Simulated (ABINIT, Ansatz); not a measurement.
**Sb: equilibrium volume by level of theory**

The structure is cubic, space group Pm-3m (No. 221). Conventional cell: a = 3.160 Å, b = 3.160 Å, c = 3.160 Å, α = 90.00°, β = 90.00°, γ = 90.00°. Sb (site symmetry m-3m) is surrounded by 6 Sb at 3.16 Å.

This isn't the form of Sb at room conditions, which is rhombohedral.

```tsv
rung	level	program and potentials	cutoff (eV)	k mesh	smearing	core time	chip	equilibrium volume (Å³/atom)	notes
GGA	BLYP	Ansatz, Ansatz PAW	420	8 × 8 × 8	fermi-dirac 0.05	3.4 s	Arm Neoverse V2	32.66	potentials made for PBE, which Ansatz adapts in part
LDA	LDA	Ansatz, Ansatz PAW	420	8 × 8 × 8	fermi-dirac 0.05	4 s	Arm Neoverse V2	28.34	potentials made for PBE, which Ansatz adapts in part
GGA	PBEsol	Ansatz, Ansatz PAW	420	8 × 8 × 8	fermi-dirac 0.05	4 s	Arm Neoverse V2	28.89	potentials made for PBE, which Ansatz adapts in part
GGA + dispersion	BLYP+D3(BJ)	Ansatz, Ansatz PAW	420	8 × 8 × 8	fermi-dirac 0.05	5.6 s	Arm Neoverse V1	29.17	potentials made for PBE, which Ansatz adapts in part
GGA + dispersion	PBEsol+D3(BJ)	Ansatz, Ansatz PAW	420	8 × 8 × 8	fermi-dirac 0.05	5.7 s	Arm Neoverse V1	27.73	potentials made for PBE, which Ansatz adapts in part
GGA + dispersion	BLYP+D4	Ansatz, Ansatz PAW	420	8 × 8 × 8	fermi-dirac 0.05	5.9 s	Arm Neoverse V1	(a)	potentials made for PBE, which Ansatz adapts in part
GGA + dispersion	PBEsol+D4	Ansatz, Ansatz PAW	420	8 × 8 × 8	fermi-dirac 0.05	6.2 s	Arm Neoverse V1	28.19	potentials made for PBE, which Ansatz adapts in part
GGA	PBEsol	ABINIT, PseudoDojo NC SR PBEsol v0.4.1 standard	1088	6 × 6 × 6	fermi-dirac 0.05	2.1 min	Intel Xeon Platinum 8259CL Skylake/Cascade Lake	(b)	-
```

Times are single runs on shared hosts and different chips, so they are rough; meshes, cutoffs and the tasks' sizes weigh on the time. Task: relaxation of cell and atoms. All rows: no spin polarisation. Smearing widths are in eV. For a metal such meshes aren't converged. Meshes differ between rows, which moves values too. Meshes are those of the run's cell of 1 atom unless a note names another. Relaxations start from the cell shown or near it and stop with a little pressure left. Runs on faulty files, with rough fits or with known faults for this quantity aren't shown. PBE isn't shown for this crystal. No row holds spin-orbit coupling.

**Question.** Estimate the values left out from the other rows.

**Answer.** (a) 29.69 Å³/atom; (b) 28.83 Å³/atom.
